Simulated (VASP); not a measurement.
A run of VASP 6.6.1 is set up as follows.

The input INCAR:

```
  PREC = Accurate
  ENCUT = 450
  EDIFF = 1E-8
  ISMEAR = 0
  SIGMA = 0.02
  LREAL = F
  LASPH = T
  NELM = 120
  ALGO = Normal
  ISIF = 2
  LWAVE = F
  LCHARG = F
  GGA = PE
  LEPSILON = T
  IBRION = 8
  KPAR = 4
```

Contents of KPOINTS:

```
regular mesh
0
Gamma
  7 7 10
```

The input POSCAR:

```
SnO2                                    
1.0
    4.8301443207      0.0000000000      0.0000000000
    0.0000000000      4.8301443207      0.0000000000
    0.0000000000      0.0000000000      3.2422423935
  Sn              O             
     2     4
Direct
     0.5000000000000000    0.5000000000000000    0.5000000000000000
     0.0000000000000000    0.0000000000000000    0.0000000000000000
     0.1934471956203723    0.8065528043796277    0.5000000000000000
     0.8065528043796277    0.1934471956203723    0.5000000000000000
     0.3065528043796277    0.3065528043796277    0.0000000000000000
     0.6934471956203723    0.6934471956203723    0.0000000000000000
```

Potentials or basis: VASP PAW PBE potentials, release 64 (Sn_d, O).

Run with:

```sh
$ cat potpaw_PBE.64/Sn_d/POTCAR potpaw_PBE.64/O/POTCAR > POTCAR
$ mpirun -np 4 vasp_std > vasp.out
```

Task: What does it give for the electronic dielectric tensor (diagonal)?

Result: 4.75, 4.75, 4.94.

Task: Estimate the Born charges (mean of the diagonal).

Result: Sn +4.25; O -2.12 e.

Task: Predict the band gap on the k mesh.

Result: 0.64 eV, direct.

Born effective charge tensors (e):
atom 1, Sn
```
 4.12 -0.53  0.00
-0.53  4.12  0.00
 0.00  0.00  4.51
```
atom 2, Sn
```
4.12 0.53 0.00
0.53 4.12 0.00
0.00 0.00 4.51
```
atom 3, O
```
-2.06  0.76  0.00
 0.76 -2.06  0.00
 0.00  0.00 -2.25
```
atom 4, O
```
-2.06  0.76  0.00
 0.76 -2.06  0.00
 0.00  0.00 -2.25
```
atom 5, O
```
-2.06 -0.76  0.00
-0.76 -2.06  0.00
 0.00  0.00 -2.25
```
atom 6, O
```
-2.06 -0.76  0.00
-0.76 -2.06  0.00
 0.00  0.00 -2.25
```

Caveat: the gap is small at this level, which inflates the dielectric constant; spin-orbit coupling is left out, which moves the levels of the heavy elements.
